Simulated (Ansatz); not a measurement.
Computed with Ansatz 0.2.0, DFT PBE, scalar-relativistic, plane waves, PAW. All cells share a 420 eV cutoff and Γ-centred k meshes spaced at most about 0.3 Å⁻¹ (about 0.25 or finer for metals, 2π included). Cells run with spin keep no moment; the others have no spin polarisation.

Each guess is relaxed in cell and atoms at zero pressure, on a coarse mesh first where it starts far from rest and then on a converged one. The steps can't lower the symmetry of the start, but it can rise. Energies are static (0 K, no zero-point motion).

Two unrelaxed guesses for Zn5O:

A.

```
CELL_PARAMETERS angstrom
5.02624 0.00000 0.00000
0.00000 5.02624 0.00000
0.00000 0.00000 3.90930
ATOMIC_POSITIONS crystal
Zn 0.28031 0.28031 0.50000
Zn 0.71969 0.71969 0.50000
Zn 0.28031 0.71969 0.50000
Zn 0.71969 0.28031 0.50000
Zn 0.00000 0.00000 0.50000
O 0.50000 0.50000 0.00000
```

B.

```
CELL_PARAMETERS angstrom
0.00000 3.37886 3.37886
3.37886 0.00000 3.37886
3.37886 3.37886 0.00000
ATOMIC_POSITIONS crystal
Zn 0.25000 0.25000 0.25000
Zn 0.12831 0.62390 0.62390
Zn 0.62390 0.62390 0.62390
Zn 0.62390 0.62390 0.12831
Zn 0.62390 0.12831 0.62390
O 0.00000 0.00000 0.00000
```

Question: Where do they end, and which end is lower?

Answer: A ends lower, by 150 meV/atom. A: P4/mmm at 16.5 Å³/atom → P4/mmm at 17.5 Å³/atom; B: F-43m at 12.9 Å³/atom → F-43m at 14.9 Å³/atom. Counting Zn atoms around O (those within 1.25 times the shortest such distance or 1.15 times the sum of covalent radii, 1.27 where that leaves under three; the shortest distance is added where it exceeds 1.18 times the sum of covalent radii), the end of A has O 8 from 2.4 Å and the end of B has O 16 from 2.9 Å. End of A. Conventional cell: a = 6.058 Å, c = 2.868 Å. Zn on a site of symmetry m2m is surrounded by 2 O at 2.37 Å, 1 Zn at 2.40 Å, 2 Zn at 2.67 Å and 2 Zn at 2.87 Å; around Zn on a site of symmetry 4/mmm lie 4 Zn at 2.40 Å and 2 Zn at 2.87 Å; around O lie 8 Zn at 2.37 Å and 2 O at 2.87 Å. End of B. Conventional cell: a = 7.096 Å. Around Zn on a site of symmetry -43m lie 12 Zn at 2.94 Å and 4 O at 3.07 Å; Zn on a site of symmetry 3m has 6 Zn at 2.51 Å, 3 O at 2.94 Å and 3 Zn at 2.94 Å; O has 16 Zn at 2.94–3.07 Å (long against the sum of covalent radii).

Ends held by symmetry can be saddle points. Neither end is the lowest form computed: that has space group P-6m2 (No. 187) and lies 0.38 eV/atom below the better end. Even the lowest of the cells shown lies +0.09 eV/atom against the elements. Some structure types and database cells were kept out of the candidates from the start, so a known form may be missing.
